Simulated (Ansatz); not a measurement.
## TiO2: single point with PBE

The system is TiO2.

```
Ti O
1.0
     1.49733    0.86448    6.98154
    -1.49733    0.86448    6.98154
     0.00000   -1.72897    6.98154
Ti O
1 2
Direct
  0.98803 0.99961 0.01503
  0.40877 0.35833 0.36681
  0.62001 0.62548 0.61120
```

The cell comes from a database or a generator and needn't be the stable form of this composition.

The cell isn't the ideal one: atoms moved at random, drawn with an rms of 0.05 Å.

```yaml
Program: Ansatz 0.2.0
Task: single point
Functional: PBE
Potentials_or_basis: all-electron LAPW, scalar-relativistic
Cutoff: 449 eV (chosen from the basis error)
Basis_error_allowed: 0.001 eV/atom
k_mesh: 10 × 10 × 10
Occupations: fermi-dirac, width 0.05 eV
Spin: no spin polarisation
```

```json
{
  "Pressure": "0.2 GPa",
  "Largest force": "1.434 eV/Å",
  "Band gap on the k mesh": "2.70 eV, indirect (least direct gap 2.88 eV)",
  "Loewdin charges": "Ti +1.37; O -0.64, -0.65 e"
}
```

Forces in eV/Å, atoms in the order of the input:
```
Ti   0.304  0.155 -1.393
O   -0.840 -0.234  0.726
O    0.536  0.079  0.667
```

Stress tensor (GPa, compression positive):
```
 0.92  0.94 -3.89
 0.94 -0.31 -0.87
-3.89 -0.87 -0.09
```

Levels at points of the mesh, in eV from the valence-band top:
```tsv
k point	band 16	band 17	band 18	band 19	band 20	band 21
(0.00, 0.00, 0.00)	-0.64	-0.26	-0.18	2.70	2.88	4.39
(0.00, 0.00, -0.50)	-1.73	-1.10	-0.62	3.02	3.72	3.84
(0.00, -0.50, 0.00)	-1.75	-1.10	-0.55	3.08	3.72	3.84
(0.00, -0.50, -0.50)	-1.67	-1.24	-0.79	2.82	3.73	3.79
(-0.50, 0.00, 0.00)	-1.66	-1.24	-0.79	2.81	3.73	3.79
(-0.50, 0.00, -0.50)	-1.76	-1.11	-0.54	3.08	3.72	3.84
(-0.50, -0.50, 0.00)	-1.74	-1.10	-0.61	3.02	3.72	3.84
(-0.50, -0.50, -0.50)	-0.70	-0.26	-0.18	2.70	2.88	4.41
```

Run time: 8 min on 2 threads of Intel(R) Xeon(R) Processor @ 2.50GHz (Skylake/Cascade Lake), on a shared host, peak memory 2 GiB.

A k mesh can miss the band edges.
